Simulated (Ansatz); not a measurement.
# PbS (Pm-3m) in Ansatz: notebook

Runs on PbS. Level: r2SCAN. Tasks: single point, equation of state.

Everything below comes from runs of Ansatz 0.2.0. Logs are shortened: lines on timing, memory, paths and dates and some standing lists are left out, and cuts for length are marked.

## Step 1: The structure

It takes space group Pm-3m (No. 221, cubic). The conventional cell has a = 3.654 Å, b = 3.654 Å, c = 3.654 Å, α = 90.00°, β = 90.00°, γ = 90.00°. Pb (site symmetry m-3m) has 8 S at 3.16 Å as nearest neighbours. Around S (site symmetry m-3m) lie 8 Pb at 3.16 Å.

Measurements of this composition are mostly on another form, of space group No. 225.

## Step 2: Single point, r2SCAN, 22.92 Å³/atom (volume scaled by 0.94)

File input.yaml:

```yaml
crystal:
  lattice:
    - [3.5790736024, 0.0, 0.0]
    - [0.0, 3.5790736024, 0.0]
    - [0.0, 0.0, 3.5790736024]
  atoms:
    - { symbol: Pb, position: [0.0, 0.0, 0.0] }
    - { symbol: S, position: [0.5, 0.5, 0.5] }
hamiltonian:
  xc: r2scan
  pseudopotentials: { kind: paw }
kpoints:
  mp_grid: { grid: [7, 7, 7] }
scf:
  occupations: { method: fermi_dirac, width: 0.05 }
output:
  forces: true
  stress: true
  eigenvalues: true
```

Potentials or basis: Ansatz PAW.

Run with:

```bash
$ ansatz run input.yaml --threads 2 --pin off --max-ram 5632MiB --backend cpu --events-out ev --progress --plain --runs-dir out
```

Standard output:

```text
Warning: RAYON_NUM_THREADS=2 ignored (pool sized by the plan → 2); use --threads N
Engine: ansatz 0.2.0, x86_64-unknown-linux-gnu
Pseudopotentials: kind: paw
Pseudopotential: Pb, paw, valence charge 14, recommended cutoff 500 eV (meta_gga), Pb.paw.azcp
Pseudopotential: S, paw, valence charge 6, recommended cutoff 500 eV (meta_gga), S.paw.azcp
Functional definition: r2SCAN
  parameter k0 = 0.174
  parameter k1 = 0.065
  parameter a1 = 4.9479
  exchange = r2scan_x(k0 = k0, k1 = k1, a1 = a1)
  correlation = r2scan_c
Crystal: 2 atoms, lattice volume = 45.847 Å³
Basis set: ecut = 500 eV, 1189 PW (Γ), exchange–correlation on 108×108×108 points (64 copies of the dense FFT grid, shifted against one another)
Bands: 14, of which v1, the nominal top of the filled ones, is band 10 counted from 1 (9 counted from 0)
Symmetry: 48 space group operations
Space group: Pm-3m (ITA 221), of the structure as read, at distance tolerance 3.6e-5 Å
k-points: 20 of 343
Non-local potential: Pb, projectors of the file, l = 0: 2, l = 1: 2, l = 2: 2, l = 3: 2
Non-local potential: S, projectors of the file, l = 0: 2, l = 1: 2, l = 2: 2
PAW form: soft (Blöchl's): semilocal exchange-correlation on the pseudo side does not see the compensation charge
PAW frozen core: Pb, regenerated for the run's functional (the file was generated under x = pbe(κ = 0.804, μ = 0.2195149727645171), c = pbe(β = 0.06672455060314922))
PAW frozen core: S, regenerated for the run's functional (the file was generated under x = pbe(κ = 0.804, μ = 0.2195149727645171), c = pbe(β = 0.06672455060314922))
PAW one-centre angular grid: Pb, 590 points (default); XC on 160 Gauss nodes
PAW one-centre angular grid: S, 302 points (default); XC on 160 Gauss nodes
Initial density: superposition of atomic densities (neutral atoms: chi_scale 0, normalization atom), corrected by the library's trained network
Initial wavefunctions: pseudopotential atomic-orbital guess
Functional: x = r2scan, c = r2scan; τ floored in thin density (d = 2e-4 eV/Å³)
SCF iter   1: F=—  HF=-12827.436078 eV  |F-HF|=—  |Δ(HF+E_count)|=         —  Δρ=7.12e-3  dr2=2.63e-2  dr2_τ=4.50e-3  ethr=1.77e-3  ⟨swp⟩=7.0  Hψ=1731  notcnv=0
preconditioner: auto → none  [insulator: Δε(μ)=0.185 eV  Ē_g=16.631 eV  σ=0.050 eV  W_gap=0.72  n_scr=6 (ndim 8)  ℏωp=24.5 eV  f_vac=0.000  D(μ)=0.59/eV (n_scr^D=0)  ε∞_Penn≈3.2]
SCF iter   2: F=—  HF=-12827.448292 eV  |F-HF|=—  |Δ(HF+E_count)|=   1.22e-2  Δρ=2.56e-3  dr2=2.13e-3  dr2_τ=3.32e-4  ethr=1.31e-4  ⟨swp⟩=2.8  Hψ=700  notcnv=0
SCF iter   3: F=—  HF=-12827.448466 eV  |F-HF|=—  |Δ(HF+E_count)|=   1.74e-4  Δρ=1.23e-3  dr2=8.67e-4  dr2_τ=4.35e-5  ethr=1.07e-5  ⟨swp⟩=2.8  Hψ=483  notcnv=0
SCF iter   4: F=—  HF=-12827.448431 eV  |F-HF|=—  |Δ(HF+E_count)|=   3.53e-5  Δρ=4.01e-4  dr2=5.95e-5  dr2_τ=3.15e-6  ethr=4.34e-6  ⟨swp⟩=2.2  Hψ=349  notcnv=0
SCF iter   5: F=—  HF=-12827.448432 eV  |F-HF|=—  |Δ(HF+E_count)|=   7.00e-7  Δρ=6.26e-5  dr2=1.02e-6  dr2_τ=2.44e-8  ethr=2.97e-7  ⟨swp⟩=2.4  Hψ=354  notcnv=0
SCF iter   6: F=-12827.448433 eV  HF=-12827.448433 eV  |F-HF|=5.24e-8  |Δ(HF+E_count)|=   8.24e-7  Δρ=1.20e-5  dr2=9.44e-8  dr2_τ=4.43e-9  ethr=5.00e-10  ⟨swp⟩=7.1  Hψ=1501  notcnv=0
SCF 1 converged in 6 iterations: F = -12827.448433 eV  dr2 = 9.44e-8
SCF converged after 6 iterations
Free energy (F): -12827.448433 eV
Harris-Foulkes:  -12827.448433 eV  (|F-HF|=5.24e-8)
Internal energy: -12827.441725 eV  (E = F + TS)
E sigma→0 (E₀):  -12827.445079 eV
Entropy (-TS):   -0.006708 eV (-3.354 meV/atom)
Fermi energy:    9.702500 eV
--- Per-component energies (eV) ---
  E_band       = -34.585524
  E_kinetic    = 393.930130
  E_local      = -1090.946505  (includes V_loc(G=0)·N_el)
  E_nonlocal   = 379.198881
  E_hartree    = 426.260392
  E_xc         = -301.305599
  E_vxc        = -240.637729  (∫ρ·V_xc dr)
  E_paw        = -11040.244646  (= ΣΔE_a)
  E_vpaw       = -343.365940  (= ΣTr[D̂ρ^β])
  E_aug_tail   = 0.000019  (compensation charges beyond the density's cutoff)
  E_vtau       = 14.712420  (kinetic-family band-sum trace: ∫τ·v_τ [+ j·A + Jᵃ·Aᵃ] dr)
  E_ewald      = -1595.190133
  E_core_change = 0.855736  (= ΣΔE_core)
  E_smearing   = -0.006708  (= −TS)
  E_closure    = -0.000000  (closes the sum)
  Σ components = -12827.448433   (vs F -12827.448433, Δ=0.00e0)
--- Forces (eV/Å), atoms counted from 1 ---
  atom   1  Pb    -0.00000000    -0.00000000     0.00000000
  atom   2  S      0.00000000     0.00000000    -0.00000000
  max |Σ_I F_I| component: 4.27e-31 eV/Å
--- Stress (GPa, compression-positive) ---
        3.284147      -0.000000       0.000000
        0.000000       3.284147       0.000000
       -0.000000       0.000000       3.284147
  P = ⅓ Tr σ = 3.2841 GPa (32.841 kbar)
--- Band table (eV; the first three rows and the last of 20) ---
  k-point 0: bands = ["-7.9257", "-7.9257", "-7.6683", "-7.6683", "-7.6683", "-4.4228", "3.0619", "7.8530", "7.8530", "7.8530", "15.6044", "15.6044", "17.1220", "17.1220"]
  k-point 1: bands = ["-7.9234", "-7.8903", "-7.6822", "-7.6822", "-7.6669", "-4.2304", "2.5811", "7.9242", "8.0397", "8.0397", "15.0367", "15.7524", "16.5038", "16.5038"]
  k-point 2: bands = ["-7.9181", "-7.8113", "-7.7132", "-7.7132", "-7.6637", "-3.6997", "1.4429", "8.3662", "8.5251", "8.5251", "13.0010", "15.2051", "15.2051", "16.1639"]
  k-point 19: bands = ["-7.8271", "-7.8183", "-7.8183", "-7.6233", "-7.6233", "-1.8150", "3.3852", "6.6067", "6.8441", "6.8441", "9.7504", "9.7504", "10.7079", "23.6668"]
```

Wall time 2.1 s (2 threads of Intel Xeon at 2.70GHz, shared host); peak memory 0.4 GiB.

What came out:

| Property | Result |
| --- | --- |
| Free energy | -12827.4484 eV |
| Pressure | 3.3 GPa |

Caveat: the PAW data sets come from PBE, with cores solved anew for the run's functional, which leaves a small shift of forces and pressure.

## Step 3: Single point, r2SCAN, 23.41 Å³/atom (volume scaled by 0.96)

Edit input.yaml of step 2 so:

```diff
@@ -2,5 +2,5 @@
   lattice:
-    - [3.5790736024, 0.0, 0.0]
-    - [0.0, 3.5790736024, 0.0]
-    - [0.0, 0.0, 3.5790736024]
+    - [3.6042791765, 0.0, 0.0]
+    - [0.0, 3.6042791765, 0.0]
+    - [0.0, 0.0, 3.6042791765]
   atoms:
```

Potentials or basis: Ansatz PAW.

Run with:

```bash
$ ansatz run input.yaml --threads 2 --pin off --max-ram 5632MiB --backend cpu --events-out ev --progress --plain --runs-dir out
```

Wall time 2.1 s (2 threads of Intel Xeon at 2.70GHz, shared host); peak memory 0.4 GiB.

Results (log left out):

```
Free energy : -12827.4640 eV
Pressure    : 1.8 GPa
```

Caveat: the PAW data sets come from PBE, with cores solved anew for the run's functional, which leaves a small shift of forces and pressure.

## Step 4: Single point, r2SCAN, 23.90 Å³/atom (volume scaled by 0.98)

Edit input.yaml of step 3 so:

```diff
@@ -2,5 +2,5 @@
   lattice:
-    - [3.6042791765, 0.0, 0.0]
-    - [0.0, 3.6042791765, 0.0]
-    - [0.0, 0.0, 3.6042791765]
+    - [3.6291370598, 0.0, 0.0]
+    - [0.0, 3.6291370598, 0.0]
+    - [0.0, 0.0, 3.6291370598]
   atoms:
@@ -19 +19,5 @@
   eigenvalues: true
+  write_density: true
+  write_potential: true
+  elf: true
+  volumetric_format: npy
```

Run with:

```bash
$ ansatz run input.yaml --threads 2 --pin off --max-ram 5632MiB --backend cpu --events-out ev --progress --plain --runs-dir out
```

It took 2.6 s on 2 threads of Intel Xeon at 2.70GHz, shared host; peak memory 0.41 GiB.

It converged, with:

```
Free energy            : -12827.4710 eV
Pressure               : 0.5 GPa
Band gap on the k mesh : 0.27 eV, indirect (least direct gap 1.67 eV)
```

Caveat: odd divisions of the mesh miss points on the zone boundary, where band edges often lie, so the gap on the mesh can be too wide; spin-orbit coupling is left out, which as a rule narrows the gap of such compounds by several tenths of an eV; the PAW data sets come from PBE, with cores solved anew for the run's functional, which leaves a small shift of forces and pressure.

## Step 5: Single point, r2SCAN, 24.39 Å³/atom

File input.yaml:

```yaml
crystal:
  lattice:
    - [3.653659, 0.0, 0.0]
    - [0.0, 3.653659, 0.0]
    - [0.0, 0.0, 3.653659]
  atoms:
    - { symbol: Pb, position: [0.0, 0.0, 0.0] }
    - { symbol: S, position: [0.5, 0.5, 0.5] }
hamiltonian:
  xc: r2scan
  pseudopotentials: { kind: paw }
kpoints:
  mp_grid: { grid: [7, 7, 7] }
scf:
  occupations: { method: fermi_dirac, width: 0.05 }
output:
  forces: true
  stress: true
  eigenvalues: true
```

Run with:

```bash
$ ansatz run input.yaml --threads 2 --pin off --max-ram 5632MiB --backend cpu --events-out ev --progress --plain --runs-dir out
```

Run time: 1.9 s. Hardware: 2 threads of Intel Xeon at 2.70GHz, shared host; peak memory 0.4 GiB.

It converged, with:

| Property | Result |
| --- | --- |
| Free energy | -12827.4702 eV |
| Pressure | -0.7 GPa |
| Band gap on the k mesh | 0.33 eV, indirect (least direct gap 1.65 eV) |

Caveat: odd divisions of the mesh miss points on the zone boundary, where band edges often lie, so the gap on the mesh can be too wide; spin-orbit coupling is left out, which as a rule narrows the gap of such compounds by several tenths of an eV; the PAW data sets come from PBE, with cores solved anew for the run's functional, which leaves a small shift of forces and pressure.

## Step 6: Single point, r2SCAN, 24.87 Å³/atom (volume scaled by 1.02)

Edit input.yaml of step 5 so:

```diff
@@ -2,5 +2,5 @@
   lattice:
-    - [3.653659, 0.0, 0.0]
-    - [0.0, 3.653659, 0.0]
-    - [0.0, 0.0, 3.653659]
+    - [3.6778561224, 0.0, 0.0]
+    - [0.0, 3.6778561224, 0.0]
+    - [0.0, 0.0, 3.6778561224]
   atoms:
```

Potentials or basis: Ansatz PAW.

Run with:

```bash
$ ansatz run input.yaml --threads 2 --pin off --max-ram 5632MiB --backend cpu --events-out ev --progress --plain --runs-dir out
```

Run time: 2.1 s. Hardware: 2 threads of Intel Xeon at 2.70GHz, shared host; peak memory 0.4 GiB.

The run converged. Its results:

- Free energy: -12827.4622 eV
- Pressure: -1.9 GPa
- Band gap on the k mesh: 0.38 eV, indirect (least direct gap 1.64 eV)

Caveat: odd divisions of the mesh miss points on the zone boundary, where band edges often lie, so the gap on the mesh can be too wide; spin-orbit coupling is left out, which as a rule narrows the gap of such compounds by several tenths of an eV; the PAW data sets come from PBE, with cores solved anew for the run's functional, which leaves a small shift of forces and pressure.

## Step 7: Single point, r2SCAN, 25.36 Å³/atom (volume scaled by 1.04)

Edit input.yaml of step 6 so:

```diff
@@ -2,5 +2,5 @@
   lattice:
-    - [3.6778561224, 0.0, 0.0]
-    - [0.0, 3.6778561224, 0.0]
-    - [0.0, 0.0, 3.6778561224]
+    - [3.7017389742, 0.0, 0.0]
+    - [0.0, 3.7017389742, 0.0]
+    - [0.0, 0.0, 3.7017389742]
   atoms:
```

Run with:

```bash
$ ansatz run input.yaml --threads 2 --pin off --max-ram 5632MiB --backend cpu --events-out ev --progress --plain --runs-dir out
```

It took 2 s on 2 threads of Intel Xeon at 2.70GHz, shared host; peak memory 0.41 GiB.

The run converged. Its results:

```
Free energy            : -12827.4476 eV
Pressure               : -2.9 GPa
Band gap on the k mesh : 0.42 eV, indirect (least direct gap 1.62 eV)
```

Caveat: odd divisions of the mesh miss points on the zone boundary, where band edges often lie, so the gap on the mesh can be too wide; spin-orbit coupling is left out, which as a rule narrows the gap of such compounds by several tenths of an eV; the PAW data sets come from PBE, with cores solved anew for the run's functional, which leaves a small shift of forces and pressure.

## Step 8: Single point, r2SCAN, 25.85 Å³/atom (volume scaled by 1.06)

Edit input.yaml of step 7 so:

```diff
@@ -2,5 +2,5 @@
   lattice:
-    - [3.7017389742, 0.0, 0.0]
-    - [0.0, 3.7017389742, 0.0]
-    - [0.0, 0.0, 3.7017389742]
+    - [3.7253175652, 0.0, 0.0]
+    - [0.0, 3.7253175652, 0.0]
+    - [0.0, 0.0, 3.7253175652]
   atoms:
@@ -19 +19,5 @@
   eigenvalues: true
+  write_density: true
+  write_potential: true
+  elf: true
+  volumetric_format: npy
```

Run with:

```bash
$ ansatz run input.yaml --threads 2 --pin off --max-ram 5632MiB --backend cpu --events-out ev --progress --plain --runs-dir out
```

Wall time 2.6 s (2 threads of Intel Xeon at 2.70GHz, shared host); peak memory 0.45 GiB.

The run converged. Its results:

| Quantity | Value |
| --- | --- |
| Free energy | -12827.4271 eV |
| Pressure | -3.8 GPa |
| Band gap on the k mesh | 0.47 eV, indirect (least direct gap 1.57 eV) |

Caveat: odd divisions of the mesh miss points on the zone boundary, where band edges often lie, so the gap on the mesh can be too wide; spin-orbit coupling is left out, which as a rule narrows the gap of such compounds by several tenths of an eV; the PAW data sets come from PBE, with cores solved anew for the run's functional, which leaves a small shift of forces and pressure.

## Step 9: Equation of state, r2SCAN

Potentials or basis: Ansatz PAW.

This step only gathers the single runs of the series.

What came out:

```yaml
Equilibrium_volume: 24.09 Å³/atom
Bulk_modulus: 61 GPa
Pressure_derivative_of_the_bulk_modulus: 3.5
```

Energy against volume, from the lowest point:
```csv
volume (Å³/atom),energy (meV/atom)
22.924,11.30
23.411,3.53
23.899,0.00
24.387,0.42
24.874,4.44
25.362,11.72
25.850,21.95
```

Caveat: the PAW data sets were made with another functional, which shifts forces and pressure a little. The run has no spin-orbit coupling, so splittings on Pb are missing.
